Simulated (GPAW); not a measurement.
Set up this calculation in GPAW 26.7.0, as an ASE script.

* Task: equation of state
* Functional: PBE
* Potentials or basis: GPAW PAW data sets (gpaw-data 1.2.1)
* Cutoff: 600 eV
* Basis: pw
* k mesh: 11 × 11 × 11
* Occupations: fermi-dirac, width 0.05 eV
* Spin: no spin polarisation
* Maxiter: 150
* Eos scales: [0.94, 0.96, 0.98, 1.0, 1.02, 1.04, 1.06]

The structure of Au lies in POSCAR:

```
Au
1.0
    0.0000000000      2.0350000000      2.0350000000
    2.0350000000      0.0000000000      2.0350000000
    2.0350000000      2.0350000000      0.0000000000
Au
1
Direct
    0.0000000000      0.0000000000      0.0000000000
```

The input as run:

run.py

```python
from ase.eos import EquationOfState
from ase.io import Trajectory, read
from ase.units import GPa
from gpaw import GPAW, PW

atoms = read('POSCAR')

traj = Trajectory('eos.traj', 'w')
volumes, energies = [], []
for x in [0.94, 0.96, 0.98, 1.0, 1.02, 1.04, 1.06]:
    a = atoms.copy()
    a.set_cell(atoms.cell * x**(1 / 3), scale_atoms=True)
    calc = GPAW(mode=PW(600),
                xc='PBE',
                kpts={'size': (11, 11, 11), 'gamma': True},
                occupations={'name': 'fermi-dirac', 'width': 0.05},
                nbands=14,
                convergence={'density': 1e-05, 'energy': 1e-05},
                maxiter=150,
                txt=f'eos-{x:.2f}.txt')
    a.calc = calc
    energies.append(a.get_potential_energy(force_consistent=True))
    volumes.append(a.get_volume())
    p = -a.get_stress()[:3].mean() / GPa
    calc.write(f'eos-{x:.2f}.gpw')
    traj.write(a)
    print(f'{x:.2f} {volumes[-1]:10.4f} A^3 {energies[-1]:14.6f} eV {p:9.3f} GPa', flush=True)

v0, e0, B = EquationOfState(volumes, energies, eos='birchmurnaghan').fit()
print(f'V0 = {v0:.4f} A^3, E0 = {e0:.6f} eV, B0 = {B / GPa:.2f} GPa')
```

Potentials or basis: GPAW PAW data sets (gpaw-data 1.2.1), pw.

The run is started by

```console
$ OMP_NUM_THREADS=1 python run.py
```

It gave:

```
Equilibrium volume : 18.19 Å³/atom (rough: see the caveat)
Bulk modulus       : 139 GPa (rough)
```

Caveat: with this Au data set, volumes or pressures lay over 1.5 % or 2 GPa off other programs in two to four cells of ten; the minimum lies outside the volumes run.

Run time: 84 s on 1 thread of AMD EPYC 7R43 64-Core Processor (Zen 3), with other jobs on the host, peak memory 0.19 GiB.
